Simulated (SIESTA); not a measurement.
## SnTe in SIESTA: convergence with k mesh

SnTe:

```
CELL_PARAMETERS angstrom
0.00000 3.15085 3.15085
3.15085 0.00000 3.15085
3.15085 3.15085 0.00000
ATOMIC_POSITIONS crystal
Te 0.51041 0.49414 0.50590
Sn 0.00359 0.99017 0.99647
```

The cell isn't the ideal one: atoms moved at random, drawn with an rms of 0.05 Å.

```yaml
Program: SIESTA 5.4.2
Task: single point
Functional: PBEsol
Potentials_or_basis: PseudoDojo 0.4 standard (PBEsol files)
Basis: DZP (energy shift 0.003 Ry; two zetas on semicore shells)
Grid_cutoff: 500 Ry
Energy_shift: 0.003 Ry
k_mesh: 2 × 2 × 2
Occupations: fermi-dirac, width 0.05 eV
Spin: no spin polarisation
```

These are the settings of the first run; the series varies k mesh, with any setting tied to it.

Hardware: 1 thread of Intel(R) Xeon(R) 6975P-C (Granite Rapids) (shared host).

The values tried are 2 × 2 × 2, 3 × 3 × 3, 4 × 4 × 4, 5 × 5 × 5, 6 × 6 × 6, 7 × 7 × 7, 9 × 9 × 9, loosest first. From which on does the pressure stay within 0.1 GPa of the tightest run that finished?

From 5 × 5 × 5 on.

```csv
k mesh,"energy less the tightest run, at zero smearing (meV/atom)",pressure (GPa),largest force (eV/Å),gap on the mesh (eV),SCF cycles,CPU time (s),peak memory (GiB)
2 × 2 × 2,948.82,4.28,0.781,0.135,10,20,0.26
3 × 3 × 3,-47.29,0.27,0.018,1.595,10,20,0.26
4 × 4 × 4,-1.60,-0.07,0.054,0.110,9,20,0.26
5 × 5 × 5,-2.34,0.39,0.022,0.930,10,21,0.26
6 × 6 × 6,-0.24,0.44,0.024,0.120,10,23,0.26
7 × 7 × 7,-1.60,0.40,0.050,0.706,10,24,0.27
9 × 9 × 9,0.00,0.47,0.056,0.552,9,28,0.26
```

Not settled before the last step: the energy (to 1 meV/atom), the largest force (to 0.005 eV/Å), the gap on the mesh (to 0.01 eV). Meshes of other sizes hit other points, so gaps and Fermi surfaces needn't settle smoothly. The tightest run that finished is the yardstick and may itself not be fully converged.

Caveat, for the tightest run too: spin-orbit coupling is left out, which moves the levels of the heavy elements; an odd mesh through Γ misses points on the zone boundary, where band edges often lie; the basis of atomic orbitals isn't converged, which shifts pressures, moduli and gaps.
